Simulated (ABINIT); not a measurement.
Te:

```
Te
1.0
     3.82029   -2.14820    0.00000
     3.82029    2.14820    0.00000
    -0.09429    0.00000    5.97609
Te
3
Direct
  0.00000 0.00000 0.00000
  0.30945 0.30945 0.33881
  0.69055 0.69055 0.66119
```

This isn't the form of Te at room conditions, which is trigonal, of chains.

Base run:

* Program: ABINIT 10.8.3 (patched build)
* Functional: PBEsol
* Potentials or basis: PseudoDojo NC SR PBEsol v0.4.1 standard
* Cutoff: 1088 eV
* k mesh: 5 × 5 × 4
* Occupations: fermi-dirac, width 0.05 eV
* Spin: no spin polarisation

Its results: band gap on the k mesh none (metal or under the smearing width); pressure -1.8 GPa; largest force 0.029 eV/Å.

**Question.** The run is repeated on the same cell with these changes: cutoff from 1088 eV to 925 eV. What comes out?

**Answer.** Band gap on the k mesh none (metal or under the smearing width); pressure -2.4 GPa; largest force 0.029 eV/Å.

Caveats: the cutoff is short for stress, so the pressure is rough (some runs).
